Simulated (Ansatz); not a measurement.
### Question
CsCl (CsCl type, Pm-3m) is relaxed with the program Ansatz at the PBEsol level (PAW). What lattice parameters of the conventional cell result?

### Answer
a = 4.068 Å.

### Question
Is it a metal or does it have a gap at this level?

### Answer
A gap of 5.23 eV, direct.

The cell was relaxed with PBEsol under the symmetry of its start. Scalar-relativistic: spin–orbit coupling is off unless named, which matters more the heavier the elements.

Potentials: the later of the program's two PAW sets.
